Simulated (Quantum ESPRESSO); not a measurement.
## K under changes of volume

One of the cells (78.519 Å³/atom); the others are scaled copies at fixed shape and fractional positions:

```xyz
1
Lattice="-2.6976 2.6976 2.6976 2.6976 -2.6976 2.6976 2.6976 2.6976 -2.6976" Properties=species:S:1:pos:R:3 pbc="T T T"
K     0.0000    0.0000    0.0000
```

- Program: Quantum ESPRESSO 7.5
- Functional: LDA
- Potentials or basis: GBRV 1.5 LDA
- Cutoff: 612 eV
- Density cutoff: 4898 eV
- k mesh: 7 × 7 × 7
- Occupations: fermi-dirac, width 0.05 eV
- Spin: no spin polarisation

```tsv
volume (Å³/atom)	energy over the lowest point (meV/atom)	pressure (GPa)
73.807	0.00	-0.6
75.378	5.15	-0.7
76.948	10.65	-0.7
78.519	16.65	-0.8
80.089	22.96	-0.8
81.659	?	?
83.230	36.53	-0.8
```

Q: What does the run at 81.659 Å³/atom give?

A: Energy over the lowest point 29.61 meV/atom; pressure -0.8 GPa.

Worked out: A Birch-Murnaghan fit of order 3 (a polynomial in V^(-2/3)) to the other rows has no minimum within the range. It gives 29.60 meV/atom at 81.659 Å³/atom, against the run's 29.61, and -dE/dV = -0.7 GPa, against -0.8.

Energies are extrapolated to zero smearing.
